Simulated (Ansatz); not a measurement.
# Al2H3: the cost of one run

Computed with Ansatz 0.2.0 (DFT PBE, scalar-relativistic, plane waves, PAW, unless a step's input says otherwise).

1 further run of the same task is left out (set aside as unsound or not needed).

## 1. The structure to begin with

Symmetry: R-3m, No. 166, trigonal system. The conventional cell has a = 4.402 Å, b = 4.402 Å, c = 11.841 Å, α = 90.00°, β = 90.00°, γ = 120.00°. Al (site symmetry 3m) is surrounded by 3 H at 1.69 Å. H (site symmetry 2/m) has 2 Al at 1.69 Å as nearest neighbours.

As a file:

```xyz
5
Lattice="2.2011 1.2708 3.9470 -2.2011 1.2708 3.9470 0.0000 -2.5416 3.9470" Properties=species:S:1:pos:R:3 pbc="T T T"
Al    0.0000    0.0000    2.8389
Al    0.0000    0.0000    9.0020
H     0.0000    1.2708    3.9470
H    -1.1005   -0.6354    3.9470
H     1.1005   -0.6354    3.9470
```

It is the end of an earlier relaxation with the same method, from a generated guess; it is a trial structure. At a tolerance of 0.05 Å it has space group R-3m (No. 166); it has 13.25 Å³/atom, an uncorrected energy of +0.29 eV/atom over the elements.

## 2. Bands, states and charges

input.yaml reads:

```yaml
crystal:
  lattice:
    - [2.2010918849, 1.2708009923, 3.9469609502]
    - [-2.2010918849, 1.2708009923, 3.9469609502]
    - [0.0, -2.5416019846, 3.9469609502]
  atoms:
    - { symbol: Al, position: [0.2397525784, 0.2397525784, 0.2397525784] }
    - { symbol: Al, position: [0.7602474216, 0.7602474216, 0.7602474216] }
    - { symbol: H, position: [0.5, 0.5, 0.0] }
    - { symbol: H, position: [0.0, 0.5, 0.5] }
    - { symbol: H, position: [0.5, 0.0, 0.5] }
basis:
  ecutwfc: 420
kpoints:
  mp_grid: { grid: [12, 12, 12] }
  band_path:
    path:
      - [[0.0, 0.0, 0.0], [0.5, 0.5, 0.5], [0.76422377, 0.23577623, 0.5]]
      - [[0.5, -0.23577623, 0.23577623], [0.5, 0.0, 0.0], [0.0, 0.0, 0.0], [0.36788812, -0.36788812, 0.0]]
      - [[0.63211188, 0.0, 0.36788812], [0.5, 0.0, 0.5], [0.0, 0.0, 0.0]]
    npoints: 14
hamiltonian:
  xc: pbe
scf:
  occupations: { method: gaussian, width: 0.1 }
  n_extra_bands: 12
output:
  forces: true
  stress: true
  eigenvalues: true
  populations: true
  dos: { projected: true, de: 0.02, nscf_kmesh: { grid: [15, 15, 15] } }
  bader: true
  write_density: true
  write_potential: true
  elf: true
  volumetric_format: npy
```

Command:

```sh
> ansatz run input.yaml --threads 1 --pin off --max-ram 2560MiB --backend cpu --events-out ev --progress --plain --runs-dir out
```

What time and memory should one allow on 1 thread of Intel Xeon 6975P-C (Granite Rapids), shared host?

About 77 s, with a peak of 0.54 GiB.
